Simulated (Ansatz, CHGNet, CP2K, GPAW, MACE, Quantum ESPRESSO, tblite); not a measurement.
# P6_3/mmc (COD entry) MoS2, displaced supercell (54 atoms) in GPAW, part 2 of 2

Aim: run P6_3/mmc (COD entry) MoS2, displaced supercell (54 atoms) in GPAW and see how near its forces come to a plane-wave reference, and at what cost.

Program: GPAW 26.7.0; the method stands at each step. Banners, paths, timers and routine set-up lines are dropped from the logs unmarked, and long logs keep their key lines alone; longer cuts are marked.

So far. Step 3 (RPBE, LCAO dzp, h 0.2 Å): Against the first run (21 %), the force difference from the reference is 25 %, at 0.98 times the CPU time; the model has changed, so this is no error of the program alone. Step 4 (PBE, LCAO dzp, h 0.28 Å): Against the first run (21 %), the force difference from the reference is 21 %, at 0.46 times the CPU time: the change moves forces by 46 meV/Å r.m.s., so most of the difference comes from elsewhere.

The database entry behind the starting cell differs from later determinations by our own check (about 0.3 % long), so it need not match the best structure at ambient conditions.

### Step 5. PBE, LCAO dzp, h 0.2 Å, other mixer settings

Method: Kohn-Sham DFT, PBE, PAW, atomic orbitals (dzp).

run.py reads:

```python
import numpy as np
from ase.io import read
from gpaw import GPAW, FermiDirac, Mixer

atoms = read("structure.xyz")
atoms.calc = GPAW(
    mode="lcao",
    basis="dzp",
    h=0.2,
    xc="PBE",
    kpts={"size": (1, 1, 1), "gamma": True},
    occupations=FermiDirac(0.05),
    mixer=Mixer(0.03, 7, 100),
    maxiter=200,
    symmetry={"point_group": False},
    txt="gpaw.txt",
)
energy = atoms.get_potential_energy(force_consistent=True)
forces = atoms.get_forces()
print(f"energy {energy:.6f} eV")
print("forces (eV/A)")
for i, (a, f) in enumerate(zip(atoms, forces)):
    print(f"{i:4d} {a.symbol:2s} {f[0]:10.5f} {f[1]:10.5f} {f[2]:10.5f}")
print(f"Fermi level {atoms.calc.get_fermi_level():.4f} eV")
for k in range(len(atoms.calc.get_ibz_k_points())):
    for s in range(atoms.calc.get_number_of_spins()):
        e = atoms.calc.get_eigenvalues(kpt=k, spin=s)
        n = np.searchsorted(e, atoms.calc.get_fermi_level())
        print(f"k {k} spin {s} levels about the Fermi level:", np.round(e[max(n - 6, 0):n], 4).tolist(), "|", np.round(e[n:n + 6], 4).tolist())
```

structure.xyz reads:

```xyz
54
Lattice="9.50700 0.00000 0.00000 -4.75350 8.23330 0.00000 0.00000 0.00000 12.32400" Properties=species:S:1:pos:R:3 pbc="T T T"
[... 54 atom lines left out: the same atoms as in the first run ...]
```

Run with:

```
OMP_NUM_THREADS=1 python run.py > output.txt
```

The program printed:

```text
energy -369.430364 eV
forces (eV/A)
   0 Mo   -0.56978    1.24138    0.16537
   1 Mo    2.48790    0.30361    3.43305
   2 S    -1.49282    1.57613   -2.37152
   3 S     0.89986    1.31197   -1.85913
   4 S    -0.14466   -1.17303    1.46970
   5 S     0.46940   -0.58941   -0.07914
   6 Mo   -1.35422   -0.68791   -0.10881
   7 Mo    0.04902    0.74009    0.33395
   8 S    -0.48469   -1.50592   -0.32883
   9 S     0.21862    0.06244    0.53689
  10 S    -1.72847   -1.84144    1.66701
  11 S     0.03468   -2.03185    0.66937
  12 Mo   -2.68405   -1.18874    3.67416
  13 Mo    1.24794    3.70999   -1.36502
  14 S     0.85077   -1.10286   -0.11998
  15 S     2.14882   -0.00805   -1.59154
  16 S     0.26362   -0.06194    0.02388
  17 S    -0.75826    0.09318    0.39987
  18 Mo    0.58089    0.30233    0.50802
  19 Mo    0.41490   -0.37392   -2.74898
  20 S    -0.17379    0.34138    0.29231
  21 S     1.01269    0.71627   -1.19524
  22 S    -1.03811    1.34194    1.57386
  23 S    -0.98639   -0.46819    0.85327
[...]
46 S     1.83477   -0.75181    1.18086
  47 S     0.34112    0.74391    0.05158
  48 Mo    1.37027    0.12001   -1.05962
  49 Mo   -0.97938   -1.12506   -0.08844
  50 S     0.08366   -0.41829    0.03403
  51 S    -0.02050    0.20626   -0.49636
  52 S    -0.22775    1.18695    0.18021
  53 S     1.02289    0.53923    0.77960
Fermi level 8.6842 eV
k 0 spin 0 levels about the Fermi level: [7.2543, 7.5428, 7.5851, 7.7139, 7.7453, 8.2793] | [9.1123, 9.1657, 9.2043, 9.2347, 9.512, 9.5549]
```

gpaw.txt:

```text
Input parameters:
  mode=LCAO(),
  basis={'default': 'dzp'},
  h=0.2,
  kpts=MonkhorstPack(size=(1, 1, 1), gamma=True),
  maxiter=200,
  mixer=Pulay(name='pulay', nmaxold=7, beta=0.03, weight=100, sigma=0.015, g_ss=None),
  occupations=Occupations(name='fermi-dirac', width=0.05, fixmagmom=False),
  symmetry=Symmetry(point_group=False),
  xc=XC(name='PBE')
Unit cell  # Å
[... lines left out ...]
  Fermi-Dirac:
[... lines left out ...]
convergence criteria:
- Maximum [total energy] change in last 3 cyles: 0.0005 eV / valence electron
[... lines left out ...]
Converged in 19 steps
[... lines left out ...]
  Free energy:    -369.430364
  Extrapolated:   -369.430072
dipole moment: (6.766493, 0.319063, -0.318826)  # |e|*Ang
Fermi level: 8.684
Eigenvalues  # (at kpt = [0.000, 0.000, 0.000])
| band index |      eig [eV] | occ [0-2] |
|------------|---------------|-----------|
|          0 |       -53.317 |     2.000 |
|        ... |               |           |
|        226 |         6.898 |     2.000 |
|        227 |         7.114 |     2.000 |
[...]
|        241 |         9.607 |     0.000 |
|        ... |               |           |
|        284 |        11.366 |     0.000 |
Gap: 0.833 eV
Transition (v -> c):
  (s=0, k=0, n=233, [0.00, 0.00, 0.00]) -> (s=0, k=0, n=234, [0.00, 0.00, 0.00])
No difference between direct/indirect transitions
Force computation time: 37.751  # s
timing:  # [seconds]
  Total:  342.551  # ━━━━━━━━━━━━━━━━━━━━━━━━━━━━━━━━━━━━━━━━━━━━━━━━━━━━━━━━
  Init:    10.492  # ━╸
  SCF:    294.281  # ━━━━━━━━━━━━━━━━━━━━━━━━━━━━━━━━━━━━━━━━━━━━━━━━
  Forces:  37.751  # ━━━━━━
```

Wall time 5.7 min (1 thread of Arm Neoverse V1, shared host); peak memory 1 GiB.

Numbers from this run, and their distance from the reference:

| Item | Value |
| --- | --- |
| r.m.s. force component | 1.314 eV/Å |
| r.m.s. difference of force components | 247.5 meV/Å |
| longest difference of force vectors | 771.4 meV/Å |
| force difference over r.m.s. force | 20.84 % |
| slope of forces against the reference's | 1.09 |
| correlation of force components | 0.9855 |
| gap (highest filled to lowest empty level) | 0.833 eV |
| gap difference | -0.0024 eV |
| energy less the same-level run's | 0 meV/atom |
| r.m.s. force difference from the same-level run | 1.377 meV/Å |

Against the first run (21 %), the force difference from the reference is 21 %, at 1.4 times the CPU time (19 SCF steps against 13): another solver or mixer reaches the same state.

### Step 6. PBE, LCAO szp(dzp), h 0.2 Å

Method: Kohn-Sham DFT, PBE, PAW, atomic orbitals (szp(dzp)).

run.py: that of step 5 with these lines changed.

```diff
@@ -2,3 +2,3 @@
 from ase.io import read
-from gpaw import GPAW, FermiDirac, Mixer
+from gpaw import GPAW, FermiDirac
 
@@ -7,3 +7,3 @@
     mode="lcao",
-    basis="dzp",
+    basis="szp(dzp)",
     h=0.2,
@@ -12,3 +12,2 @@
     occupations=FermiDirac(0.05),
-    mixer=Mixer(0.03, 7, 100),
     maxiter=200,
```

structure.xyz is that of step 5.

The program printed:

```text
energy -359.951727 eV
forces (eV/A)
   0 Mo   -0.55783    1.35159    0.19739
   1 Mo    2.57929    0.31666    3.52312
   2 S    -1.55916    1.69011   -2.79296
   3 S     0.92420    1.38059   -2.26489
   4 S    -0.17963   -1.25501    1.84101
   5 S     0.51425   -0.62013    0.20447
[...]
51 S    -0.02813    0.20702   -0.80662
  52 S    -0.23048    1.30316    0.47342
  53 S     1.07142    0.58068    1.12502
Fermi level 8.5983 eV
k 0 spin 0 levels about the Fermi level: [7.222, 7.4482, 7.4895, 7.5977, 7.629, 8.2016] | [9.0213, 9.064, 9.1121, 9.1363, 9.4385, 9.4892]
```

gpaw.txt:

```text
Input parameters:
  mode=LCAO(),
  basis={'default': 'szp(dzp)'},
  h=0.2,
  kpts=MonkhorstPack(size=(1, 1, 1), gamma=True),
  maxiter=200,
  occupations=Occupations(name='fermi-dirac', width=0.05, fixmagmom=False),
[... lines left out ...]
  Fermi-Dirac:
[... lines left out ...]
convergence criteria:
- Maximum [total energy] change in last 3 cyles: 0.0005 eV / valence electron
[... lines left out ...]
Converged in 14 steps
[... lines left out ...]
  Free energy:    -359.951727
[... lines left out ...]
Fermi level: 8.598
[... lines left out ...]
|        ... |               |           |
|        284 |        11.312 |     0.000 |
Gap: 0.820 eV
Transition (v -> c):
  (s=0, k=0, n=233, [0.00, 0.00, 0.00]) -> (s=0, k=0, n=234, [0.00, 0.00, 0.00])
No difference between direct/indirect transitions
Force computation time: 24.715  # s
timing:  # [seconds]
  Total:  171.990  # ━━━━━━━━━━━━━━━━━━━━━━━━━━━━━━━━━━━━━━━━━━━━━━━━━━━━━━━━
  Init:     7.850  # ━━╸
  SCF:    139.400  # ━━━━━━━━━━━━━━━━━━━━━━━━━━━━━━━━━━━━━━━━━━━━━╸
  Forces:  24.715  # ━━━━━━━━
```

The job ended after 2.9 min (1 thread; peak memory 1 GiB).

Numbers from this run, and their distance from the reference:

```yaml
r_m_s_force_component: 1.414 eV/Å
r_m_s_difference_of_force_components: 412 meV/Å
longest_difference_of_force_vectors: 1213 meV/Å
force_difference_over_r_m_s_force: 34.69 %
slope_of_forces_against_the_reference_s: 1.148
correlation_of_force_components: 0.9647
spacing_of_highest_filled_and_lowest_empty_level: 0.8197 eV
gap_difference: -0.0157 eV
```

This is a coarse setting, run to see what it loses.

Against the first run (21 %), the force difference from the reference is 35 %, at 0.70 times the CPU time, with 612 basis functions against 990: the smaller basis costs accuracy.

The difference per atom is largest on S (0.82 eV/Å on average, against 0.32 on Mo).

### Step 7. All runs compared

Differences are against the plane-wave reference, forces as r.m.s. over components; share is that over the reference's r.m.s. force, slope the least-squares factor from reference forces to these. Total energies of different programs have different zeros and aren't compared.

```tsv
run	Δ force, r.m.s. (meV/Å)	share (%)	slope	Δ gap (eV)	cores	CPU time	memory (GiB)
reference	-	-	-	-	4	42 s	1.1
GPAW PBE, LCAO dzp, h 0.2 Å	248	20.9	1.090	-0.0023	1	4.1 min	1.1
GPAW RPBE, LCAO dzp, h 0.2 Å	296	24.9	1.107	0.011	1	4 min	1.1
GPAW PBE, LCAO dzp, h 0.28 Å (coarse)	245	20.6	1.090	-0.0093	1	1.9 min	0.54
GPAW PBE, LCAO dzp, h 0.2 Å, other mixer settings	248	20.8	1.090	-0.0024	1	5.7 min	1.0
GPAW PBE, LCAO szp(dzp), h 0.2 Å (coarse)	412	34.7	1.148	-0.0157	1	2.9 min	1
```

Rows marked coarse were listed beforehand as settings not expected to be converged; some can still land near the reference.

CPU time is summed over cores on a shared host, where runs went side by side, so it is rough. Symmetry, cutoffs, thresholds, outputs and thread counts weren't matched or tuned between programs; memory under MPI is the largest rank's times the ranks.

Within one program, basis, potentials and functional, energies share a zero. Each run against its twin at the usual cutoff or grid and solver:

```tsv
run	twin	Δ energy (meV/atom)	Δ force, r.m.s. (meV/Å)	CPU time over the twin's
GPAW PBE, LCAO dzp, h 0.28 Å	LCAO dzp, h 0.2 Å	466	46.1	0.46
GPAW PBE, LCAO dzp, h 0.2 Å, other mixer settings	LCAO dzp, h 0.2 Å	0	1.38	1.4
```

### Step 8. Results

| Quantity | Value |
| --- | --- |
| nearest in forces | a tie at 21 % of 3 runs: GPAW PBE, LCAO dzp, h 0.2 Å; GPAW PBE, LCAO dzp, h 0.28 Å (coarse); GPAW PBE, LCAO dzp, h 0.2 Å, other mixer settings |

In words: The PBE runs in local orbitals, coarse settings apart, differ by 21 % in each run; basis, grid and potentials can all enter. Rows with another functional or a dispersion term differ by 25 % (GPAW RPBE, LCAO dzp, h 0.2 Å), which mixes the change of model with differences of basis and potentials. Runs with settings chosen to be coarse differ by 21 % (GPAW PBE, LCAO dzp, h 0.28 Å) to 35 % (GPAW PBE, LCAO szp(dzp), h 0.2 Å), their programs' other errors included. None of the electronic-structure runs in the table takes under half the reference's CPU time of 42 s; they take 2.8 to 8.3 times as much. GPAW PBE, LCAO szp(dzp), h 0.2 Å stiffens the forces by a factor of 1.15 while following their directions (correlation 0.965); the slopes of the 5 GPAW runs lie between 1.09 and 1.15; the difference isn't even, but is largest on one element. At the same functional, gaps differ from the reference's 0.835 eV by between -0.02 and -0.00 eV. These are spacings on the run's k-points, which needn't hold the band edges. The reference's pressure of 4.6 GPa belongs to a cell and atoms that aren't relaxed at this level. The runs have no spin polarisation, so moments on Mo can't form, and no Hubbard term. The electronic-structure runs sample only Γ, in a cell whose shortest periodic width is 8 Å.

[Also dropped from logs without a mark: logging warnings of Python, and SIESTA's first energy breakdown and zero terms.]

[Logs are printed without paths, hosts, clocks, repeated set-up lines and the standing remarks that a program may print on its own settings, such as how far it seeks lower states.]

[Hosts, paths, dates, database ids (printed as entryN), source tags and the programs' standing remarks are cut or masked in the printed files.]
